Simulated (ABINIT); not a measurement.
Planning a run of ABINIT 10.8.3 on SiC (Moissanite). The input:

```
acell 3*1.0 Angstrom
rprim 
  3.081000000023 -0.000000000005 0.000000000000
  -1.540500000007 2.668224269083 0.000000000000
  0.000000000000 0.000000000000 15.124800000000
ntypat 2
znucl 14 6
natom 12
typat 1 1 1 1 1 1 2 2 2 2 2 2
xred 
  0.000000000000 0.000000000000 0.000000000000
  0.000000000000 0.000000000000 0.500000000000
  0.333333333333 0.666666666667 0.166400000000
  0.666666666667 0.333333333333 0.666400000000
  0.666666666667 0.333333333333 0.332900000000
  0.333333333333 0.666666666667 0.832900000000
  0.333333333333 0.666666666667 0.041200000000
  0.666666666667 0.333333333333 0.541200000000
  0.666666666667 0.333333333333 0.208000000000
  0.333333333333 0.666666666667 0.708000000000
  0.000000000000 0.000000000000 0.374600000000
  0.000000000000 0.000000000000 0.874600000000
pp_dirpath "pseudos"
pseudos "Si.upf, C.upf"
ecut 37
ngkpt 6 6 1
nshiftk 1
shiftk 0 0 0
kptopt 1
chksymbreak 0
iscf -2
irdden 1
istwfk *1
nband 265
nbdbuf 24
tolwfr 1e-09
nstep 60
prtvol 0
fftalg 112
indata_prefix "in"
outdata_prefix "out"
tmpdata_prefix "tmp"
```

```sh
OMP_NUM_THREADS=1 mpirun -n 56 abinit run.abi > log
```

How long will it take on 56 MPI ranks of Arm Neoverse N1, host not shared, and how much memory?

It took 3.5 min; on shared hardware allow 1.8 min to 7 min. Peak host memory was 4.0 GiB.

[Paths, hosts, dates, memory and timing lines, banners, echoed tables and standing remarks are left out of the program output.]

[Logs are printed without paths, hosts, clocks, repeated set-up lines and the standing remarks that a program may print on its own settings, such as how far it seeks lower states.]

[Runs of the session that timed out or met a known fault of the program may be left out.]

[Hosts, paths, dates, database ids (printed as entryN), source tags and the programs' standing remarks are cut or masked in the printed files.]

[G0W0 gaps are taken among the corrected bands and points alone; a level outside them can change the order at an edge.]

[Where Ansatz stands beside ABINIT at settings called matched, ABINIT's density can come from a denser mesh and the files from another edition; pairs whose starting gaps differed by over 0.03 eV were left out, so agreement reads better than it is.]
